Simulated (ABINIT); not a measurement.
Crystal: MgS.

```
S Mg
1.0
     4.03462    0.00000    0.00000
    -2.01731    3.49409    0.00000
     0.00000    0.00000    6.43229
S Mg
2 2
Direct
  0.66667 0.33333 0.87924
  0.33333 0.66667 0.37924
  0.33333 0.66667 0.99575
  0.66667 0.33333 0.49575
```

The cell comes from a database or a generator and needn't be the stable form of this composition.

Base run:

* Program: ABINIT 10.8.3 (patched build)
* Functional: AM05
* Potentials or basis: PseudoDojo NC SR PBEsol v0.4.1 standard
* Cutoff: 1034 eV
* k mesh: 6 × 6 × 3
* Occupations: fermi-dirac, width 0.05 eV
* Spin: no spin polarisation

Its results: band gap on the k mesh 3.40 eV, direct; pressure -0.2 GPa; largest force 0.046 eV/Å.

Problem. The run is repeated on the same cell with these changes: functional from AM05 to LDA; potentials or basis from PseudoDojo NC SR PBEsol v0.4.1 standard to PseudoDojo NC SR LDA v0.4.1 standard; cutoff from 1034 eV to 1143 eV. What comes out?

Solution. Band gap on the k mesh 3.14 eV, direct; pressure -2.0 GPa; largest force 0.052 eV/Å.

Caveats: an odd mesh through Γ misses points on the zone boundary, where band edges often lie; the potentials were made for another functional, which shifts forces and pressure (some runs).

Not every run made on this cell is shown here.
